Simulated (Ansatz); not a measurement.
Write a Python script for the Ansatz DFT code, driven from Python that makes the levels without and with spin-orbit coupling of GaAs, space group F-43m. Settings (first run): PBEsol, PAW, the default cutoff (420 eV here), 6×6×6 k-points, fixed occupations.

The script reads `gaas.cif`:
```cif
data_GaAs
_cell_length_a 3.997770
_cell_length_b 3.997770
_cell_length_c 3.997770
_cell_angle_alpha 60.00000
_cell_angle_beta 60.00000
_cell_angle_gamma 60.00000
_symmetry_space_group_name_H-M 'P 1'
_symmetry_Int_Tables_number 1
loop_
_symmetry_equiv_pos_as_xyz
'x, y, z'
loop_
_atom_site_label
_atom_site_type_symbol
_atom_site_fract_x
_atom_site_fract_y
_atom_site_fract_z
Ga1 Ga    0.000000    0.000000    0.000000
As2 As    0.250000    0.250000    0.250000
```

The script, `soc_gaas.py`:
```python
"""What spin-orbit coupling does to the bands of GaAs."""

import warnings

import ansatz as az
from ase.io import read

warnings.simplefilter("ignore", az.DeckWarning)

atoms = read("gaas.cif")
cell = az.Crystal.from_ase(atoms)

setup = (
    cell.calculation()
    .functional("pbesol")
    .kpoints(6)
    .occupations("fixed")
    .band_table()  # levels at the mesh points
)
for label, variant in (("scalar-relativistic", setup), ("spin-orbit", setup.spin(soc=True))):
    data = variant.run(threads=1, pin="off").report
    zero = data["band_edges_ev"][0] if data.get("band_edges_ev") else data["fermi_energy_ev"]
    near = [round(e - zero, 3) for e in data["eigenvalues_ev"][0] if abs(e - zero) < 3]
    print(label)
    print("  band edges (eV):", [round(e, 3) for e in data.get("band_edges_ev") or []] or "none reported")
    print("  levels at k =", data["kpoints_frac"][0], "within 3 eV of the zero:", near)
```

```console
$ python soc_gaas.py
scalar-relativistic
  band edges (eV): [8.059, 8.498]
  levels at k = [0.0, 0.0, 0.0] within 3 eV of the zero: [-0.0, -0.0, 0.0, 0.439]
spin-orbit
  band edges (eV): [8.17, 8.5]
  levels at k = [0.0, 0.0, 0.0] within 3 eV of the zero: [-0.338, -0.338, -0.0, -0.0, -0.0, 0.0, 0.33, 0.33]
```

Reading the output:
- The computed bands are complete only to about 3.6 eV above the Fermi level.
- The starting cell is as deposited in a crystallographic database; the results hold for this polymorph, which needn't be the stable one.
- Levels are Kohn-Sham eigenvalues on this mesh.
- With spin-orbit coupling each level holds one electron and, with inversion or at time-reversal points, comes in pairs; a window in energy can cut a split set.
- Wall time of the script: 8.9 s on 1 thread of Intel(R) Xeon(R) Processor @ 2.30GHz, on a shared host, peak memory 0.71 GiB.
